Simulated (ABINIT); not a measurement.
# CdS (Hawleyite): bands and cutoff in G0W0 with ABINIT, part 2 of 2

What does each rung of G0W0 on CdS (Hawleyite) cost, and what does it buy?

ABINIT 10.8.3; PBE and many-body steps on it, plane waves. Known limits of the many-body steps: not at the basis limit; no spin-orbit coupling; coarse k mesh.

So far. Step 3 (Screening, 4×4×4 mesh, 87 bands, screening to 149.7 eV): Local fields lower ε∞ by 6 %. On a Γ-centred mesh this coarse the value itself is usually too large, while a short band sum pulls it down. Step 4 (87 bands, 149.7 eV): The gap on the mesh goes from 1.14 eV to 2.04 eV, a correction of +0.90 eV.

### Step 6. 130 bands, 203.5 eV

This step: G0W0 on PBE, plane waves, norm-conserving pseudopotentials.

Input file run.abi:

```
acell 3*1.0 Angstrom
rprim 
  -0.000000000000 2.916500000000 2.916500000000
  2.916500000000 -0.000000000000 2.916500000000
  2.916500000000 2.916500000000 -0.000000000000
ntypat 2
znucl 48 16
natom 2
typat 1 2
xred 
  0.000000000000 0.000000000000 0.000000000000
  0.250000000000 0.250000000000 0.250000000000
pp_dirpath "pseudos"
pseudos "Cd.upf, S.upf"
ecut 47
ngkpt 4 4 4
nshiftk 1
shiftk 0 0 0
kptopt 1
chksymbreak 0
istwfk *1
occopt 1
irdwfk 1
optdriver 4
nband 130
gwcalctyp 0
ecutsigx 47
symsigma 1
nkptgw 3
kptgw 
  0.0000000000 0.0000000000 0.0000000000
  0.5000000000 0.0000000000 0.0000000000
  0.5000000000 0.5000000000 0.0000000000
bdgw 
  11 17
  12 16
  12 15
ecuteps 7.48
irdscr 1
ppmodel 1
indata_prefix "in"
outdata_prefix "out"
tmpdata_prefix "tmp"
```

Run with:

```
$ OMP_NUM_THREADS=1 mpirun -n 4 abinit run.abi > log
```

Numbers of over 12 decimals in the logs are rounded to 6 here.

The log of the run:

```text
.Version 10.8.3 of ABINIT. v10.8.2 released Aug 2026.

 Symmetries : space group F-4 3 m (#216); Bravais cF (face-center cubic)
[... echo of the input left out ...]
== DATASET  1 ==================================================================
-   mpi_nproc: 4, omp_nthreads: 1 (-1 if OMP is not activated)

--- !DatasetInfo
iteration_state: {dtset: 1, }
dimensions: {natom: 2, nkpt: 8, mband: 130, nsppol: 1, nspinor: 1, nspden: 1, mpw: 5180, }
cutoff_energies: {ecut:  47.0, pawecutdg:  -1.0, }
electrons: {nelect:   2.60000000E+01, charge:   0.00000000E+00, occopt:   1.00000000E+00, tsmear:   1.00000000E-02, }

 SIGMA: Calculation of the GW corrections

 Based on a program developped by R.W. Godby, V. Olevano, G. Onida, and L. Reining.
 Incorporated in ABINIT by V. Olevano, G.-M. Rignanese, and M. Torrent.
.Using double precision arithmetic ; gwpc =  8

[... cell and pseudopotentials left out ...]
--------------------------------------------------------------------------------

 ==== K-mesh for the wavefunctions ====
 Number of points in the irreducible wedge :     8
[... list of points left out ...]
 Together with 24 symmetry operations and time-reversal symmetry
 yields    64 points in the full Brillouin Zone.

 ==== Q-mesh for screening function ====
 Number of points in the irreducible wedge :     8
[... list of points left out ...]
 Together with 24 symmetry operations and time-reversal symmetry
 yields    64 points in the full Brillouin Zone.

 vcoul_init : cutoff-mode = AUXILIARY_FUNCTION
 q-points for optical limit:   1
     1)      0.000010    0.000020    0.000030
 setmesh: FFT mesh size selected  =    50x   50x   50
          total number of points  =       125000

 Number of electrons calculated from density =   26.0000; Expected =   26.0000
[...]
number of plane-waves for wavefunctions          5065
 number of bands                                   130
 number of q-points in IBZ                           8
 number of frequencies                               2
 number of real frequencies                          1
 number of imag frequencies                          1

 matrix elements of self-energy operator (all in [eV])

 Perturbative Calculation

--- !SelfEnergy_ee
iteration_state: {dtset: 1, }
kpoint     : [   0.000,    0.000,    0.000, ]
spin       : 1
KS_gap     :    1.145
QP_gap     :    2.092
Delta_QP_KS:    0.948
data: !SigmaeeData |
     Band     E0 <VxcDFT>   SigX SigC(E0)      Z dSigC/dE  Sig(E)    E-E0       E
       11   4.366 -15.389 -18.420   2.022   0.781  -0.280 -16.177  -0.788   3.579
       12   4.366 -15.389 -18.420   2.022   0.781  -0.280 -16.177  -0.788   3.579
       13   4.366 -15.389 -18.420   2.022   0.781  -0.280 -16.177  -0.788   3.579
[...]
--- !SelfEnergy_ee
iteration_state: {dtset: 1, }
kpoint     : [   0.500,    0.000,    0.000, ]
spin       : 1
KS_gap     :    3.764
QP_gap     :    4.940
Delta_QP_KS:    1.176
data: !SigmaeeData |
     Band     E0 <VxcDFT>   SigX SigC(E0)      Z dSigC/dE  Sig(E)    E-E0       E
[...]
--- !SelfEnergy_ee
iteration_state: {dtset: 1, }
kpoint     : [   0.500,    0.500,    0.000, ]
spin       : 1
KS_gap     :    5.434
QP_gap     :    6.380
Delta_QP_KS:    0.947
data: !SigmaeeData |
     Band     E0 <VxcDFT>   SigX SigC(E0)      Z dSigC/dE  Sig(E)    E-E0       E
[...]
14   7.925  -9.286  -5.564  -3.721   0.823  -0.214  -9.285   0.001   7.925
       15   8.721 -11.929  -7.392  -4.013   0.808  -0.238 -11.506   0.423   9.144

== END DATASET(S) ==============================================================
================================================================================

 -outvars: echo values of variables after computation  --------
           etotal      0.0000000000E+00
            nband         130
             nkpt           8
          spgroup         216
 [... the other variables as echoed above ...]

 Calculation completed.
```

Elapsed: 36 s, on 4 MPI ranks of Arm Neoverse V1, shared host; peak memory 1.5 GiB; 2.4 min of CPU time.

This step gave:

* G0W0 gap on the points computed: 2.092 eV
* starting gap on the mesh: 1.145 eV
* k of the valence top: 0, 0, 0
* k of the conduction bottom: 0, 0, 0
* Z at the valence top: 0.781
* Z at the conduction bottom: 0.812
* least direct G0W0 gap on the computed points: 2.092 eV

Against G0W0 in ABINIT (4×4×4 mesh, 87 bands, screening to 149.7 eV, Godby-Needs plasmon pole), the gap moves by +0.048 eV.

### Step 7. Screening, 4×4×4 mesh, 192 bands, screening to 269.4 eV

This step: RPA screening on PBE, plane waves, norm-conserving pseudopotentials.

Changes to run.abi since step 6:

```diff
@@ -23,19 +23,8 @@
 irdwfk 1
-optdriver 4
-nband 130
-gwcalctyp 0
-ecutsigx 47
-symsigma 1
-nkptgw 3
-kptgw 
-  0.0000000000 0.0000000000 0.0000000000
-  0.5000000000 0.0000000000 0.0000000000
-  0.5000000000 0.5000000000 0.0000000000
-bdgw 
-  11 17
-  12 16
-  12 15
-ecuteps 7.48
-irdscr 1
-ppmodel 1
+optdriver 3
+nband 192
+ecuteps 9.9
+inclvkb 2
+awtr 1
+symchi 1
 indata_prefix "in"
```

The log of the run:

```text
.Version 10.8.3 of ABINIT. v10.8.2 released Aug 2026.

 Symmetries : space group F-4 3 m (#216); Bravais cF (face-center cubic)
[... echo of the input left out ...]
== DATASET  1 ==================================================================
-   mpi_nproc: 4, omp_nthreads: 1 (-1 if OMP is not activated)

--- !DatasetInfo
iteration_state: {dtset: 1, }
dimensions: {natom: 2, nkpt: 8, mband: 192, nsppol: 1, nspinor: 1, nspden: 1, mpw: 5180, }
cutoff_energies: {ecut:  47.0, pawecutdg:  -1.0, }
[...]
--------------------------------------------------------------------------------
[... chi0 elements left out ...]
 For q-point:  0.000010 0.000020 0.000030
  dielectric constant =  11.0606
  dielectric constant without local fields =  11.7809

  Average fulfillment of the sum rule on Im[epsilon] for q-point    1 :     78.50  [%]
[... wings left out ...]
  q-point number  2        q = ( 0.250000, 0.000000, 0.000000) [r.l.u.]
--------------------------------------------------------------------------------
[... chi0 elements left out ...]
  Average fulfillment of the sum rule on Im[epsilon] for q-point    2 :     86.73  [%]

 [... 6 further q-points ...]
```

Elapsed: 3 min, on 4 MPI ranks; peak memory 1.9 GiB.

Numbers from this step:

| Item | Value |
| --- | --- |
| ε∞ with local fields, on this mesh, along the program's q direction | 11.06 |
| the same without local fields | 11.78 |
| plasma frequency | 26.88 eV |
| plane waves in the screening matrix | 531 |

### Step 8. 192 bands, 269.4 eV

This step: G0W0 on PBE, plane waves, norm-conserving pseudopotentials.

Changes to run.abi since step 7:

```diff
@@ -23,8 +23,19 @@
 irdwfk 1
-optdriver 3
+optdriver 4
 nband 192
+gwcalctyp 0
+ecutsigx 47
+symsigma 1
+nkptgw 3
+kptgw 
+  0.0000000000 0.0000000000 0.0000000000
+  0.5000000000 0.0000000000 0.0000000000
+  0.5000000000 0.5000000000 0.0000000000
+bdgw 
+  11 17
+  12 16
+  12 15
 ecuteps 9.9
-inclvkb 2
-awtr 1
-symchi 1
+irdscr 1
+ppmodel 1
 indata_prefix "in"
```

The log of the run:

```text
.Version 10.8.3 of ABINIT. v10.8.2 released Aug 2026.

 Symmetries : space group F-4 3 m (#216); Bravais cF (face-center cubic)
[... echo of the input left out ...]
== DATASET  1 ==================================================================
-   mpi_nproc: 4, omp_nthreads: 1 (-1 if OMP is not activated)

--- !DatasetInfo
iteration_state: {dtset: 1, }
dimensions: {natom: 2, nkpt: 8, mband: 192, nsppol: 1, nspinor: 1, nspden: 1, mpw: 5180, }
cutoff_energies: {ecut:  47.0, pawecutdg:  -1.0, }
[...]
Band     E0 <VxcDFT>   SigX SigC(E0)      Z dSigC/dE  Sig(E)    E-E0       E
[...]
14   7.925  -9.286  -5.564  -3.778   0.823  -0.215  -9.332  -0.046   7.878
       15   8.721 -11.929  -7.392  -4.099   0.807  -0.238 -11.575   0.354   9.075

== END DATASET(S) ==============================================================
================================================================================

 -outvars: echo values of variables after computation  --------
           etotal      0.0000000000E+00
            nband         192
             nkpt           8
          spgroup         216
 [... the other variables as echoed above ...]

 Calculation completed.
```

Wall time 1.9 min (4 MPI ranks); peak memory 2.2 GiB.

This step gave:

```yaml
g0w0_gap_on_the_points_computed: 2.136 eV
starting_gap_on_the_mesh: 1.145 eV
k_of_the_valence_top: 0, 0, 0
k_of_the_conduction_bottom: 0, 0, 0
least_direct_g0w0_gap_on_the_computed_points: 2.136 eV
```

Against G0W0 in ABINIT (4×4×4 mesh, 130 bands, screening to 203.5 eV, Godby-Needs plasmon pole), the gap moves by +0.044 eV.

### Step 9. Screening, 4×4×4 mesh, 289 bands, screening to 359.2 eV

This step: RPA screening on PBE, plane waves, norm-conserving pseudopotentials.

Changes to run.abi since step 8:

```diff
@@ -23,19 +23,8 @@
 irdwfk 1
-optdriver 4
-nband 192
-gwcalctyp 0
-ecutsigx 47
-symsigma 1
-nkptgw 3
-kptgw 
-  0.0000000000 0.0000000000 0.0000000000
-  0.5000000000 0.0000000000 0.0000000000
-  0.5000000000 0.5000000000 0.0000000000
-bdgw 
-  11 17
-  12 16
-  12 15
-ecuteps 9.9
-irdscr 1
-ppmodel 1
+optdriver 3
+nband 289
+ecuteps 13.2
+inclvkb 2
+awtr 1
+symchi 1
 indata_prefix "in"
```

The log of the run:

```text
.Version 10.8.3 of ABINIT. v10.8.2 released Aug 2026.

 Symmetries : space group F-4 3 m (#216); Bravais cF (face-center cubic)
[... echo of the input left out ...]
== DATASET  1 ==================================================================
-   mpi_nproc: 4, omp_nthreads: 1 (-1 if OMP is not activated)

--- !DatasetInfo
iteration_state: {dtset: 1, }
dimensions: {natom: 2, nkpt: 8, mband: 289, nsppol: 1, nspinor: 1, nspden: 1, mpw: 5180, }
cutoff_energies: {ecut:  47.0, pawecutdg:  -1.0, }
[...]
--------------------------------------------------------------------------------
[... chi0 elements left out ...]
 For q-point:  0.000010 0.000020 0.000030
  dielectric constant =  11.0561
  dielectric constant without local fields =  11.7817

  Average fulfillment of the sum rule on Im[epsilon] for q-point    1 :     85.80  [%]
[... wings left out ...]
  q-point number  2        q = ( 0.250000, 0.000000, 0.000000) [r.l.u.]
--------------------------------------------------------------------------------
[... chi0 elements left out ...]
  Average fulfillment of the sum rule on Im[epsilon] for q-point    2 :     91.27  [%]

 [... 6 further q-points ...]
```

Wall time 7.8 min (4 MPI ranks); peak memory 3.3 GiB; 31 min of CPU time.

Numbers from this step:

```yaml
eps_infinity_with_local_fields_on_this_mesh_along_the_program_s_q_direction: 11.06
the_same_without_local_fields: 11.78
plasma_frequency: 26.88 eV
plane_waves_in_the_screening_matrix: 749
```

### Step 10. 289 bands, 359.2 eV

This step: G0W0 on PBE, plane waves, norm-conserving pseudopotentials.

Changes to run.abi since step 9:

```diff
@@ -23,8 +23,19 @@
 irdwfk 1
-optdriver 3
+optdriver 4
 nband 289
+gwcalctyp 0
+ecutsigx 47
+symsigma 1
+nkptgw 3
+kptgw 
+  0.0000000000 0.0000000000 0.0000000000
+  0.5000000000 0.0000000000 0.0000000000
+  0.5000000000 0.5000000000 0.0000000000
+bdgw 
+  11 17
+  12 16
+  12 15
 ecuteps 13.2
-inclvkb 2
-awtr 1
-symchi 1
+irdscr 1
+ppmodel 1
 indata_prefix "in"
```

The log of the run:

```text
.Version 10.8.3 of ABINIT. v10.8.2 released Aug 2026.

 Symmetries : space group F-4 3 m (#216); Bravais cF (face-center cubic)
[... echo of the input left out ...]
== DATASET  1 ==================================================================
-   mpi_nproc: 4, omp_nthreads: 1 (-1 if OMP is not activated)

--- !DatasetInfo
iteration_state: {dtset: 1, }
dimensions: {natom: 2, nkpt: 8, mband: 289, nsppol: 1, nspinor: 1, nspden: 1, mpw: 5180, }
cutoff_energies: {ecut:  47.0, pawecutdg:  -1.0, }
[...]
Band     E0 <VxcDFT>   SigX SigC(E0)      Z dSigC/dE  Sig(E)    E-E0       E
[...]
14   7.925  -9.286  -5.564  -3.819   0.823  -0.215  -9.366  -0.080   7.845
       15   8.721 -11.929  -7.392  -4.160   0.807  -0.239 -11.625   0.304   9.025

== END DATASET(S) ==============================================================
================================================================================

 -outvars: echo values of variables after computation  --------
           etotal      0.0000000000E+00
            nband         289
             nkpt           8
          spgroup         216
 [... the other variables as echoed above ...]

 Calculation completed.
```

The job ended after 5.5 min (4 MPI ranks; peak memory 4 GiB).

This step gave:

```yaml
g0w0_gap_on_the_points_computed: 2.170 eV
starting_gap_on_the_mesh: 1.145 eV
k_of_the_valence_top: 0, 0, 0
k_of_the_conduction_bottom: 0, 0, 0
least_direct_g0w0_gap_on_the_computed_points: 2.170 eV
```

Against G0W0 in ABINIT (4×4×4 mesh, 192 bands, screening to 269.4 eV, Godby-Needs plasmon pole), the gap moves by +0.034 eV.

### Step 11. Screening, 4×4×4 mesh, 422 bands, screening to 466.9 eV

This step: RPA screening on PBE, plane waves, norm-conserving pseudopotentials.

Changes to run.abi since step 10:

```diff
@@ -23,19 +23,8 @@
 irdwfk 1
-optdriver 4
-nband 289
-gwcalctyp 0
-ecutsigx 47
-symsigma 1
-nkptgw 3
-kptgw 
-  0.0000000000 0.0000000000 0.0000000000
-  0.5000000000 0.0000000000 0.0000000000
-  0.5000000000 0.5000000000 0.0000000000
-bdgw 
-  11 17
-  12 16
-  12 15
-ecuteps 13.2
-irdscr 1
-ppmodel 1
+optdriver 3
+nband 422
+ecuteps 17.16
+inclvkb 2
+awtr 1
+symchi 1
 indata_prefix "in"
```

The log of the run:

```text
.Version 10.8.3 of ABINIT. v10.8.2 released Aug 2026.

 Symmetries : space group F-4 3 m (#216); Bravais cF (face-center cubic)
[... echo of the input left out ...]
== DATASET  1 ==================================================================
-   mpi_nproc: 4, omp_nthreads: 1 (-1 if OMP is not activated)

--- !DatasetInfo
iteration_state: {dtset: 1, }
dimensions: {natom: 2, nkpt: 8, mband: 422, nsppol: 1, nspinor: 1, nspden: 1, mpw: 5180, }
cutoff_energies: {ecut:  47.0, pawecutdg:  -1.0, }
[...]
--------------------------------------------------------------------------------
[... chi0 elements left out ...]
 For q-point:  0.000010 0.000020 0.000030
  dielectric constant =  11.0522
  dielectric constant without local fields =  11.7819

  Average fulfillment of the sum rule on Im[epsilon] for q-point    1 :     90.55  [%]
[... wings left out ...]
  q-point number  2        q = ( 0.250000, 0.000000, 0.000000) [r.l.u.]
--------------------------------------------------------------------------------
[... chi0 elements left out ...]
  Average fulfillment of the sum rule on Im[epsilon] for q-point    2 :     94.12  [%]

 [... 6 further q-points ...]
```

The job ended after 21 min (4 MPI ranks; peak memory 4.6 GiB).

Numbers from this step:

```yaml
eps_infinity_with_local_fields_on_this_mesh_along_the_program_s_q_direction: 11.05
the_same_without_local_fields: 11.78
plasma_frequency: 26.88 eV
plane_waves_in_the_screening_matrix: 1139
```

### Step 12. 422 bands, 466.9 eV

This step: G0W0 on PBE, plane waves, norm-conserving pseudopotentials.

Changes to run.abi since step 11:

```diff
@@ -23,8 +23,19 @@
 irdwfk 1
-optdriver 3
+optdriver 4
 nband 422
+gwcalctyp 0
+ecutsigx 47
+symsigma 1
+nkptgw 3
+kptgw 
+  0.0000000000 0.0000000000 0.0000000000
+  0.5000000000 0.0000000000 0.0000000000
+  0.5000000000 0.5000000000 0.0000000000
+bdgw 
+  11 17
+  12 16
+  12 15
 ecuteps 17.16
-inclvkb 2
-awtr 1
-symchi 1
+irdscr 1
+ppmodel 1
 indata_prefix "in"
```

The log of the run:

```text
.Version 10.8.3 of ABINIT. v10.8.2 released Aug 2026.

 Symmetries : space group F-4 3 m (#216); Bravais cF (face-center cubic)
[... echo of the input left out ...]
== DATASET  1 ==================================================================
-   mpi_nproc: 4, omp_nthreads: 1 (-1 if OMP is not activated)

--- !DatasetInfo
iteration_state: {dtset: 1, }
dimensions: {natom: 2, nkpt: 8, mband: 422, nsppol: 1, nspinor: 1, nspden: 1, mpw: 5180, }
cutoff_energies: {ecut:  47.0, pawecutdg:  -1.0, }
[...]
Band     E0 <VxcDFT>   SigX SigC(E0)      Z dSigC/dE  Sig(E)    E-E0       E
[...]
14   7.925  -9.286  -5.564  -3.844   0.823  -0.215  -9.386  -0.100   7.824
       15   8.721 -11.929  -7.392  -4.197   0.807  -0.239 -11.654   0.274   8.995

== END DATASET(S) ==============================================================
================================================================================

 -outvars: echo values of variables after computation  --------
           etotal      0.0000000000E+00
            nband         422
             nkpt           8
          spgroup         216
 [... the other variables as echoed above ...]

 Calculation completed.
```

Elapsed: 18 min, on 4 MPI ranks; peak memory 6.6 GiB; 72 min of CPU time.

Numbers from this step:

```yaml
g0w0_gap_on_the_points_computed: 2.193 eV
starting_gap_on_the_mesh: 1.145 eV
k_of_the_valence_top: 0, 0, 0
k_of_the_conduction_bottom: 0, 0, 0
least_direct_g0w0_gap_on_the_computed_points: 2.193 eV
```

Against G0W0 in ABINIT (4×4×4 mesh, 289 bands, screening to 359.2 eV, Godby-Needs plasmon pole), the gap moves by +0.023 eV.

### Step 13. The runs together

Times are wall times on 4 MPI ranks of Arm Neoverse V1, shared host, good to a factor of about two. A run's time includes the screening step that it read.

```tsv
run	mesh	bands	screening cutoff (eV)	DFT gap (eV)	gap on the mesh (eV)	direct (eV)	ε∞ used	time
87 bands, 149.7 eV	4×4×4	87	149.7	1.145	2.044	2.044	11.07	55 s
130 bands, 203.5 eV	4×4×4	130	203.5	1.145	2.092	2.092	11.07	2 min
192 bands, 269.4 eV	4×4×4	192	269.4	1.145	2.136	2.136	11.06	4.9 min
289 bands, 359.2 eV	4×4×4	289	359.2	1.145	2.170	2.170	11.06	13 min
422 bands, 466.9 eV	4×4×4	422	466.9	1.145	2.193	2.193	11.05	39 min
```

### Step 14. What came out

```
87 bands, 149.7 eV  : 2.044 eV
130 bands, 203.5 eV : 2.092 eV
192 bands, 269.4 eV : 2.136 eV
289 bands, 359.2 eV : 2.170 eV
422 bands, 466.9 eV : 2.193 eV
known limits        : not at the basis limit; no spin-orbit coupling; coarse k mesh
```

What this shows: From the first rung to the last the gap moves by +0.15 eV for 42 times the time. In the G0W0 runs levels were corrected at 3 k points alone, so a gap called «on the mesh» is the least over those, and an edge elsewhere would be missed. The 4×4×4 mesh is coarse for this cell, which bears on the long-range parts of exchange and screening. The many-body steps are scalar-relativistic: spin-orbit coupling is not in them.

[Paths, hosts, dates, memory and timing lines, banners, echoed tables and standing remarks are left out of the program output.]

[Logs are printed without paths, hosts, clocks, repeated set-up lines and the standing remarks that a program may print on its own settings, such as how far it seeks lower states.]

[Runs of the session that timed out or met a known fault of the program may be left out.]

[Hosts, paths, dates, database ids (printed as entryN), source tags and the programs' standing remarks are cut or masked in the printed files.]

[G0W0 gaps are taken among the corrected bands and points alone; a level outside them can change the order at an edge.]

[Where Ansatz stands beside ABINIT at settings called matched, ABINIT's density can come from a denser mesh and the files from another edition; pairs whose starting gaps differed by over 0.03 eV were left out, so agreement reads better than it is.]
